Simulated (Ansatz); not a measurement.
A trial cell of Hf₄C, before relaxation:

```cif
data_structure
_symmetry_space_group_name_H-M 'P 1'
_symmetry_Int_Tables_number 1
_cell_length_a 7.8827
_cell_length_b 3.6028
_cell_length_c 3.6028
_cell_angle_alpha 114.080
_cell_angle_beta 90.000
_cell_angle_gamma 90.000
_cell_volume 93.41
loop_
_atom_site_label
_atom_site_type_symbol
_atom_site_fract_x
_atom_site_fract_y
_atom_site_fract_z
_atom_site_occupancy
Hf1 Hf 0.50000 0.96544 0.96544 1
Hf2 Hf 0.00000 0.57805 0.57805 1
Hf3 Hf 0.76329 0.21539 0.21539 1
Hf4 Hf 0.23671 0.21539 0.21539 1
C1 C 0.00000 0.01744 0.01744 1
```

The calculation used Ansatz 0.2.0, DFT PBE, scalar-relativistic, plane waves, PAW. Cutoff 420 eV, Gaussian smearing, Γ-centred meshes. Cell and atoms relax first on a coarse mesh, the cell is then made exact in the group found at 0.06 to 0.08 Å, and last on a converged mesh; the steps can't lower the symmetry of their start. No spin polarisation.

A guess keeps its type if space group and coordination stay and the shape of the cell changes little (axis ratios within about 15 %, angles within 6°); the volume may change.

Task: Does it keep its structure type, or change into something else?

Result: It doesn't keep its type. The symmetry goes from Amm2 (No. 38) to P4/mmm (No. 123). The volume per atom grows by 0.6 %, from 18.7 to 18.8 Å³. The shortest distance goes from 1.72 Å (Hf–C) to 2.28 Å (Hf–C). Counting neighbours within 15 % of an atom's shortest distance, the start has C 1, Hf 1/2 and the end C 6, Hf 1/4/12. In detail, at the end Hf on a site of symmetry 4/mmm has 12 Hf at 3.12–3.28 Å; around Hf on a second site of symmetry 4/mmm lie 4 C at 2.32 Å and 12 Hf at 3.25–3.28 Å; C has 6 Hf at 2.28–2.32 Å; 1 more site not described.

```cif
data_structure
_symmetry_space_group_name_H-M 'P4/mmm'
_symmetry_Int_Tables_number 123
_cell_length_a 3.2808
_cell_length_b 3.2808
_cell_length_c 8.7307
_cell_angle_alpha 90.000
_cell_angle_beta 90.000
_cell_angle_gamma 90.000
_cell_volume 93.98
loop_
_atom_site_label
_atom_site_type_symbol
_atom_site_symmetry_multiplicity
_atom_site_Wyckoff_symbol
_atom_site_fract_x
_atom_site_fract_y
_atom_site_fract_z
_atom_site_occupancy
Hf1 Hf 1 d 0.50000 0.50000 0.50000 1
Hf2 Hf 1 c 0.50000 0.50000 0.00000 1
Hf3 Hf 2 g 0.00000 0.00000 0.73876 1
C1 C 1 a 0.00000 0.00000 0.00000 1
```

Energies over the elements count from the elements' standard structures at the same level, with no fitted energy shifts.

Task: At what energy does it end?

Result: −0.30 eV/atom.

The last run used a 10×10×4 mesh (in the run's order of axes) for its 5-atom cell and Gaussian smearing of 0.10 eV. Spin–orbit coupling, which can matter for Hf, is left out. The reference form of C is held partly by dispersion forces, which this level lacks. A structure relaxed within its symmetry needn't be a true minimum. Another cell of the same search, in P-3m1, lies 76 meV/atom lower, so this cell isn't the stable form at this level.

In counts of neighbours, a slash parts the counts of unlike sites.
